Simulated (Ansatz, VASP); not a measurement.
TiN (TiN (100), 2 layers): VASP beside Ansatz

```
Ti N
1.0
     3.00328    0.00000    0.00000
     0.00000    3.00328    0.00000
     0.00000    0.00000   18.12360
Ti N
2 2
Direct
  0.00000 0.00000 0.44703
  0.50000 0.50000 0.55297
  0.50000 0.50000 0.43910
  0.00000 0.00000 0.56090
```

Alike in both runs: functional PBE; k mesh 12 × 12 × 1; occupations fermi-dirac, width 0.08 eV; no spin polarisation.

Ansatz relaxed the structure, and its values are those at the end. VASP's run is a single point on that final structure, the one shown.

|  | VASP | Ansatz |
| --- | --- | --- |
| version | VASP 6.6.1 | Ansatz 0.2.0 |
| potentials or method | VASP PAW PBE potentials, release 64 (Ti_sv, N) | PAW with Ansatz's default frozen-core files, scalar-relativistic |
| plane-wave cutoff (eV) | 520 | 420 |
| valence electrons in the cell | 34 | 34 |

|  | VASP | Ansatz | Ansatz less VASP |
| --- | --- | --- | --- |
| rms of the force components (eV/Å) | 0.012 | 0.000 | -0.0116 |

Ansatz warned: «stress_scf_threshold_loose».
